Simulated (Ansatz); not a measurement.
**SiO₂: strain energy, fitted**

SiO₂, P4_32_12, a = 5.028 Å, c = 7.006 Å. This isn't the usual stable structure of the compound. Ansatz: PBEsol, PAW, 420 eV, Γ-centred 6×6×4 mesh on 12 atoms, Gaussian smearing 0.02 eV; no spin polarisation. Series: equal strain along all axes, cell held, atoms relaxed; x is the strain in per cent. y is the free energy over the unstrained cell, V0 = 14.758 Å³/atom.

| x (%) | y (meV/atom) |
| --- | --- |
| -3.0 | ? |
| -1.5 | 1.47 |
| 0.0 | 0.00 |
| 1.5 | 1.08 |
| 3.0 | 4.59 |

**Question.** Fit y = c2 x² + c3 x³ to the other rows, turn c2 into a modulus, and predict the missing energy.

**Answer.** Least squares on the rows shown. y = 0.5894 x² − 0.02743 x³. In eV per unit strain² c2 is 5.894; the stiffness is B for this strain (E = 9/2 B V0 ε², shape held): 2 × 5.894 × 160.2 / (9 × 14.758) = 14.2 GPa. The unstrained cell keeps some stress along the strain, worth a slope of -0.08 meV/atom per %, which the form leaves out. At x = -3.0 the fit asked for gives 6.05 meV/atom. The run gave 5.68 meV/atom, so the fit is 0.37 meV/atom too high, 6.5 % of the span of the series, against an rms of 0.09 meV/atom on the fitted rows. The row lies outside the fitted range. With a term in x⁴ added, a fit to the same known rows (none to spare) predicts 7.71 meV/atom, further off still.